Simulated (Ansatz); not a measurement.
# From the elastic tensor of BN at 35 GPa (stress–strain coefficients) to moduli and sound speeds

Level of theory: DFT LDA, scalar-relativistic, plane waves, PAW in Ansatz. Cutoff 420 eV, 12×12×12 k-points (Γ-centred), fixed occupations. No spin polarisation.

It takes space group F-43m (No. 216, cubic). Conventional cell: a = 3.491 Å, b = 3.491 Å, c = 3.491 Å, α = 90.00°, β = 90.00°, γ = 90.00°. B (site symmetry -43m) has 4 N at 1.51 Å as nearest neighbours. Around N (site symmetry -43m) lie 4 B at 1.51 Å.

Other phases may be more stable at this pressure.

Relaxed-ion constants (GPa, on the Cartesian axes of the calculation):
C11 = 1196.0, C12 = 225.8, C13 = 152.4, C14 = 103.8, C22 = 1196.0, C23 = 152.4, C24 = -103.8, C33 = 1269.5, C44 = 412.0, C55 = 412.0, C56 = 103.8, C66 = 485.1 GPa; the others vanish.

Density 3.874 g/cm³; 2 atoms in 10.64 Å³.

The values that follow are for a polycrystal of randomly turned grains, by Hill's mean where one number stands.

With S = C⁻¹: B_V = (C11+C22+C33+2(C12+C13+C23))/9, G_V = (C11+C22+C33−C12−C13−C23+3(C44+C55+C66))/15, 1/B_R = S11+S22+S33+2(S12+S13+S23), 15/G_R = 4(S11+S22+S33−S12−S13−S23)+3(S44+S55+S66); Hill is their mean. Then v_l = √((B+4G/3)/ρ), v_t = √(G/ρ), v_m = [(2/v_t³+1/v_l³)/3]^(−1/3) and Θ = (ħ/k_B)·v_m·(6π²n/V)^(1/3) for n atoms in the volume V; E = 9BG/(3B+G), ν = (3B−2G)/(2(3B+G)) and A^U = 5G_V/G_R + B_V/B_R − 6.

| Item | Value |
| --- | --- |
| Bulk modulus, Voigt / Reuss / Hill | 524.8 / 524.8 / 524.8 GPa |
| Shear modulus, Voigt / Reuss / Hill | 470.5 / 443.3 / 456.9 GPa |
| Young's modulus | 1062 GPa |
| Poisson ratio | 0.163 |
| Pugh ratio B/G | 1.15 |
| Universal anisotropy index | 0.31 |
| Longitudinal and transverse sound speeds | 17109 and 10860 m/s |
| Debye temperature from the mean sound speed | 2037 K |

Cost: 1 run of about 0.75 core-minutes, on Intel Xeon 6975P-C (Granite Rapids) (shared hosts).

The nonzero C14 and the unequal C11 and C33 don't signal a loss of cubic symmetry: the tensor is referred to axes with z along a body diagonal, and the coinciding Voigt and Reuss bulk moduli fit this. C33 therefore probes the direction of the B–N bonds and exceeds C11. The shear anisotropy has the same origin. Shear along the cube axes changes bond lengths, whereas a volume-conserving tetragonal distortion leaves them unchanged to first order and mainly bends the bond angles, which costs less.

That even this softer mode is stiff reflects the directional sp³ bonding of the polar-covalent network. It keeps the shear modulus close to the bulk modulus and the Poisson ratio down at 0.163. Strong bonds between light atoms then account for the fast sound and the high Debye temperature. The tensor is positive definite, so the compressed crystal resists every small homogeneous strain. The low Pugh ratio fits brittle behaviour, but hardness and fracture strength depend on large strains and defects, which elastic constants don't capture.
